Question

The table follows zinc-blende gallium nitride as the whole crystal is squeezed or stretched evenly. The unstrained crystal has a volume of 11.375 Å³/atom.

(a) From this row and the row at 11.719 Å³/atom, construct a rule for the band gap that needs only the four basic operations of arithmetic.
(b) Apply it to the smallest and the largest volume, and judge its accuracy.
(c) Explain why the gap responds to volume as it does, and say where the rule should no longer be used.

Zinc-blende GaN under uniform strain, calculated with Ansatz 0.2.0 using the HSE06 functional, PAW potentials, a plane-wave cutoff of 420 eV and a 6×6×6 k mesh, without spin polarisation or spin-orbit coupling. The cells are scaled from an r2SCAN geometry.

```
volume (Å³/atom)  shortest distance (Å)  band gap (eV)  least direct gap (eV)
           9.725                  1.849          4.148                  4.148
           9.752                  1.850          4.128                  4.128
           9.789                  1.853          4.102                  4.102
          10.042                  1.868          3.918                  3.918
          11.091                  1.931          3.191                  3.191
          11.191                  1.937          3.124                  3.124
          11.375                  1.948          3.005                  3.005
          11.719                  1.967          2.784                  2.784
          11.894                  1.977          2.674                  2.674
          13.410                  2.057          1.792                  1.792
```

Model answer

(a) Suppose that equal small fractional changes of volume shift the gap by equal amounts, wherever the crystal starts. Adding up many such steps gives a logarithm of the volume ratio. For moderate changes the logarithm is very nearly the volume difference divided by the mean of the two volumes, so the rule becomes

E = E₀ − A (V − V₀) / V_mean

Here E is the band gap at volume V, and E₀ and V₀ are the gap and volume of the unstrained crystal. V_mean is the average of V and V₀. The second row fixes the constant A:

A = (3.005 − 2.784) / (0.344 / 11.547) ≈ 7.4 eV

Since volume goes as the cube of length, a change of 1 % in bond length moves the gap by about 3 × 7.4 / 100 = 0.22 eV.

(b) For the smallest volume, 9.725 Å³/atom, the difference is −1.650 and the mean is 10.55:

E = 3.005 + 7.4 × 0.1564 = 4.162 eV

The calculation gave 4.148 eV. For the largest volume, 13.410 Å³/atom, the difference is 2.035 and the mean is 12.39:

E = 3.005 − 7.4 × 0.1642 = 1.790 eV

The calculation gave 1.792 eV. Neither of these rows was used to set the constants, and both lie five times or more as far from the unstrained bond length as the row that fixed A. Over the whole table the rule stays within 0.015 eV of the computed gap.

(c) The lowest empty level lies at Γ, the point of the band structure where the orbitals repeat with the same phase in every cell. There it is an antibonding mixture of gallium s and nitrogen s orbitals. Shorter bonds strengthen the coupling of these orbitals and push their antibonding level up, away from its bonding partner. The computed levels agree with this picture: the two partners are 20.0 eV apart at 11.719 Å³/atom and 23.0 eV apart at 9.789 Å³/atom. The agreement is one of direction: even if the whole separation grew with the inverse square of the bond length, it would reach only 22.6 eV. Other shifts, such as electrostatic ones, are expected to contribute, so the change supports the explanation without isolating the coupling.

Other empty levels of the same crystal offer a comparison. At the point X, on the boundary of the Brillouin zone, the phases of the four neighbours cancel the coupling between the two kinds of s orbital. Coupling between s and p orbitals remains there. Between the same two volumes the distance from the valence top to the lowest empty level at X grows by only about 0.1 eV, whereas the gap at Γ grows by 1.3 eV. The valence top and this level at X thus keep nearly in step, while the level at Γ rises away from both. The missing s-s coupling cannot be the whole reason, though. The second empty level at X lacks that coupling too and still rises by 1.1 eV against the valence top. The lowest empty level at L, where the phases cancel half of the coupling, rises by 1.4 eV, and the threefold empty level at Γ by 1.3 eV. These levels climb under compression, as antibonding levels are expected to, and the lowest one at X is the exception among them, for a reason these runs do not isolate. A crystal whose smallest gap leads to such a level needs a different constant: silicon, whose lowest empty level lies near X, is known to have a gap that changes little under pressure and even shrinks slightly.

The same comparison gives one limit on the compressed side. The level at X lies 1.6 eV above the one at Γ at 11.719 Å³/atom, but only 0.4 eV above it at 9.789 Å³/atom. Continued in the same way, the two would meet a little above 9 Å³/atom, a rough estimate from two rows. Beyond that point the smallest gap would lead to X, and a rule made for Γ would overestimate it. A real crystal probably never gets there as zinc blende: the most compressed row already needs a pressure of 43 GPa, and GaN is known to change to the rock-salt structure at pressures of that order. On the stretched side the table tests the rule only up to 13.410 Å³/atom and gives no grounds for using it beyond that volume.

Remarks on the reasoning

The logarithm is a choice that the table has to justify. With the same two rows as calibration and the slope left at the 7.418 eV that the table's entries give (the gaps and strain before rounding give 7.40 eV, so the misses below are good to a few meV), the logarithm misses by at most 0.019 eV, while a straight line in bond length misses the most stretched crystal by 0.04 eV. On the compressed side the line does about as well as the logarithm, so the preference between these two rests on the most stretched row. A gap taken to change linearly with the inverse square of the bond length, the familiar scaling of orbital couplings, misses the most compressed crystal by 0.09 eV. Bonding theory thus explains the direction of the trend, while the nearly constant A is something the calculation shows. A least-squares fit of the logarithm to all ten rows, printed below, gives almost the same constant.

For small strains, the rule says that an even stretch of the bonds by 0.1 % lowers the gap by about 0.02 eV. A film held by its substrate is not strained evenly: if it is stretched in its plane, it contracts along its normal, and this distortion also splits the valence top. The rule then supplies only the part of the shift that comes from the change in volume, and the splitting has to be added separately.

Accuracy against the table is also not accuracy against nature. The measured gap is roughly 3.3 eV, a recalled value, so this HSE06 calculation starts about 0.3 eV too low. Spin-orbit coupling, temperature and zero-point motion are left out, but each would lower the computed gap further and so cannot account for the shortfall. It is therefore more sensible to use the rule for changes of the gap than for its absolute size, on the untested assumption that the error varies little with volume.

Printed output of the fit:

```
Slope A from the unstrained row and the row stretched by 1 percent, eV per unit of ln V: 7.418
Gap change for 1 percent of bond length, eV: 0.2225
Hand rule with 7.4 eV and misses of the rivals:
     row   dV_A3  mean_V_A3  quotient  estimate_eV  miss_meV  bond_line_miss_meV  inverse_square_miss_meV
   9.725   -1.65      10.55   -0.1564        4.162     14.35              -15.97                     94.6
   9.752  -1.623      10.56   -0.1536        4.142     13.95               -15.4                    91.56
   9.789  -1.586      10.58   -0.1499        4.114     12.09              -15.97                    86.17
  10.042  -1.333      10.71   -0.1245        3.926     8.156              -11.87                    60.66
  11.091  -0.284      11.23  -0.02528        3.192     1.092             -0.1642                    5.024
  11.191  -0.184      11.28  -0.01631        3.126     1.677               1.043                    3.841
  11.375       0      11.38         0        3.005         0                   0                        0
  11.719   0.344      11.55   0.02979        2.785    0.5445                   0                        0
  11.894   0.519      11.63   0.04461        2.675    0.8956             -0.7704                    1.674
   13.41   2.035      12.39    0.1642         1.79     -2.17              -35.72                    45.24
Largest miss of the hand rule, meV: 14.35
Largest miss of the logarithm with unrounded slope, meV: 19.49
Largest miss of the straight line in bond length, meV: 35.72
Largest miss of the inverse-square form, meV: 94.6
Mean slope from the unstrained to the most compressed row, eV: 7.293
Mean slope from the unstrained to the most stretched row, eV: 7.37
Bond change in the most compressed row, percent: -5.09
Bond change in the most stretched row, percent: 5.639
fit of band_gap on 10 rows: constant 3.002 +/- 0.00094, coefficient of lnv -7.331 +/- 0.0087; rms 0.00249, worst 13.41 0.00357, leave-one-out rms 0.0035
Valence top to conduction level at X in row 9.789, eV: 4.549
Valence top to conduction level at X in row 11.719, eV: 4.43
Conduction level at X above that at Gamma in row 9.789, eV: 0.4471
Conduction level at X above that at Gamma in row 11.719, eV: 1.645
Rough extrapolated volume where X meets Gamma, A3 per atom: 9.153
Lower to upper s-type level at Gamma in row 9.789, eV: 23.02
Lower to upper s-type level at Gamma in row 11.719, eV: 20.02
```
